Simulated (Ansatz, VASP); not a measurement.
Ga in VASP and in Ansatz

```xyz
1
Lattice="2.7522 0.0000 0.0000 0.0000 2.7522 0.0000 0.0000 0.0000 2.7522" Properties=species:S:1:pos:R:3 pbc="T T T"
Ga    0.0000    0.0000    0.0000
```

The cell was built by a generator and needn't be a form met in nature.

Alike in both runs: task single point; functional PBE; k mesh 10 × 10 × 10; occupations fermi-dirac, width 0.05 eV; no spin polarisation.

```csv
,VASP,Ansatz
version,VASP 6.6.1,Ansatz 0.2.0
potentials or method,"VASP PAW PBE potentials, release 64 (Ga_d)",Ansatz PAW
plane-wave cutoff (eV),520,420
valence electrons in the cell,13,13
```

```tsv
	VASP	Ansatz	Ansatz less VASP
gap on the k mesh at the Fermi level (eV)	none	none	-
pressure (GPa)	-1.2	-1.3	-0.05
```

A gap of «none» marks a metal or a gap that the smearing closes.
